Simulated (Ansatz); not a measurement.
Zone-centre phonons of SiC at -3.6 GPa: input and output

The calculation used DFT PBEsol, scalar-relativistic, plane waves, PAW (Ansatz).

Launched with:
```bash
ansatz run input.yaml --threads 1 --pin off --max-ram 1228MiB --backend cpu --events-out ev --progress --plain --runs-dir out
```

Input (bare energies are in eV):
```yaml
crystal:
  lattice:
    - [2.6391, 0.0, 0.0]
    - [0.0, 2.6391, 0.0]
    - [0.0, 0.0, 2.6391]
  atoms:
    - { symbol: Si, position: [0.0, 0.0, 0.0] }
    - { symbol: C, position: [0.5, 0.5, 0.5] }
basis:
  ecutwfc: 420
kpoints:
  mp_grid: { grid: [16, 16, 16] }
hamiltonian:
  xc: pbesol
scf:
  occupations: { method: fermi_dirac, width: 0.15 }
output:
  eigenvalues: true
phonons:
  method: dfpt
  eigenvectors: true
```

The end of the output:
```
--- Phonons (Γ-DFPT): 2 representative perturbations + reference, on 405 of 4096 k-points (Σ response iterations 5) ---
  k mesh reduced under 8 symmetry operations, with k and −k counted as one. Each operation leaves every solved perturbation unchanged. A smaller set is not used because it would not reduce the number of displacements ...
  ASR residual: 1.501e-4 → 0.000e0 eV/Å²; symmetrization residual: 5.327e-8 eV/Å²
  ASR residual per site (eV/Å²): 5.93e-6 1.50e-4
  Γ frequencies (cm⁻¹): -341.48 -341.48 -341.48 0.00 0.00 0.00
  non-analytic LO–TO correction: not included (Born effective charges unavailable; polar crystals: no LO–TO splitting at Γ)
```

It took 8.9 s on 1 thread of Intel(R) Xeon(R) 6975P-C (Granite Rapids), on a shared host, peak memory 0.56 GiB.

Its imaginary modes show that this cell, the ideal cubic caesium chloride prototype, isn't a minimum of the energy. In a metal, frequencies and elastic constants depend on the k mesh and the smearing, soft modes and shear constants most.

Negative frequencies stand for imaginary ones: the cell is unstable against these modes.